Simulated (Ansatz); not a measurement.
# Li: response to strain

Li is deformed so: xy engineering shear strain of +1.5 %. What stress and forces result, by LAPW, PAW and all-electron datasets made for the crystal?

Program: Ansatz 0.2.0. Level of theory: DFT PBE, scalar-relativistic. These are calculated values, not measurements.

1 further run of the same task is left out (set aside as unsound or not needed).

### 1 The starting structure

The structure is hexagonal, space group P6_3/mmc (No. 194). Conventional cell: a = 3.054 Å, b = 3.054 Å, c = 4.995 Å, α = 90.00°, β = 90.00°, γ = 120.00°. Around Li (site symmetry -6m2) lie 12 Li at 3.05 to 3.06 Å.

Structure file:

```
Li
1.0
     3.05442    0.00000    0.00000
    -1.52721    2.64521    0.00000
     0.00000    0.00000    4.99520
Li
2
Direct
  0.33333 0.66667 0.25000
  0.66667 0.33333 0.75000
```

Atoms are numbered in the order of the input: Li1, Li2.

### 2 After the deformation

Space group P6_3/mmc before, P2_1/m after.

### 3 LAPW, all electrons

Contents of input.yaml:

```yaml
crystal:
  lattice:
    - [3.0544211484, 0.0229081586, 0.0]
    - [-1.5073715269, 2.6337522291, 0.0]
    - [0.0, 0.0, 4.9952014055]
  atoms:
    - { symbol: Li, position: [0.3333333333, 0.6666666667, 0.25] }
    - { symbol: Li, position: [0.6666666667, 0.3333333333, 0.75] }
kpoints:
  mp_grid: { grid: [16, 16, 9] }
scf:
  occupations: { method: fermi_dirac, width: 0.05 }
hamiltonian:
  xc: pbe
  pseudopotentials: { kind: all_electron, lapw: { basis_error: 0.00025 } }
output:
  forces: true
  stress: true
  eigenvalues: true
```

Launch:

```sh
> ansatz run input.yaml --threads 1 --pin off --max-ram 2048MiB --backend cpu --events-out ev --progress --plain --runs-dir out
```

### 4 Frozen-core PAW

Edit input.yaml of step 3 so:

```diff
@@ -14,3 +14,3 @@
   xc: pbe
-  pseudopotentials: { kind: all_electron, lapw: { basis_error: 0.00025 } }
+  pseudopotentials: { kind: paw }
 output:
@@ -19 +19,2 @@
   eigenvalues: true
+  efg: { contact_densities: true }
```

### 5 Datasets made for this crystal

Edit input.yaml of step 4 so:

```diff
@@ -14,3 +14,3 @@
   xc: pbe
-  pseudopotentials: { kind: paw }
+  pseudopotentials: { kind: all_electron, datasets: crystal }
 output:
```

(Steps that only read results are left out.)

What does the calculation give? Wanted: pressure; largest shear or deviatoric stress.

As calculated:

```
                                 quantity                                           value
                                 pressure  LAPW 0.03, PAW 0.02, crystal datasets 0.03 GPa
largest shear or deviatoric stress (LAPW)                                        0.15 GPa
```

What this shows: The largest part of the stress beyond the pressure is 0.15 GPa in size, in the xy component; the atoms are carried along and not relaxed. No run of the undeformed cell stands beside it, so the pressure holds what the given cell had before the change. PAW: stress within 0.01 GPa of LAPW. Crystal datasets: stress within 0.01 GPa of LAPW.
